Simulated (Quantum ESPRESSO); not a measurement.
BeTe: dielectric tensor and Born charges under several settings

```
CELL_PARAMETERS angstrom
0.00000 2.77000 2.77000
2.77000 0.00000 2.77000
2.77000 2.77000 0.00000
ATOMIC_POSITIONS crystal
Te 0.75000 0.75000 0.75000
Be 0.00000 0.00000 0.00000
```

All runs used Quantum ESPRESSO 7.5; k mesh 6 × 6 × 6, shifted; given cell; no spin polarisation; cutoff 1197 eV; occupations smeared at first, fixed for the response.

```tsv
level	potentials	pressure (GPa)	ε∞ (diagonal)	Born charge of atom 1 (e)
LDA	PseudoDojo 0.4.1 SR LDA standard	0.6	7.47	-1.23
PBE	PseudoDojo 0.4.1 SR PBE standard	4.4	7.50	-1.21
PBEsol	PseudoDojo 0.4.1 SR PBEsol standard	2.4	7.56	-1.23
WC	PseudoDojo 0.4.1 SR PBE standard	?	?	?
BLYP	PseudoDojo 0.4.1 SR PBE standard	7.2	7.15	-1.26
AM05	PseudoDojo 0.4.1 SR PBE standard	2.9	7.48	-1.23
```

Task: What stands in the row left open?

Result: Pressure 2.8 GPa; ε∞ 7.55; Born charge of atom 1 -1.25 e.

Caveats: the potentials were made for another functional, which shifts forces and pressure (some runs); the cell is more than 3 GPa from zero pressure, which shifts response properties (some runs).

For the row left open. Caveat: the potentials were made for another functional, which shifts forces and pressure.
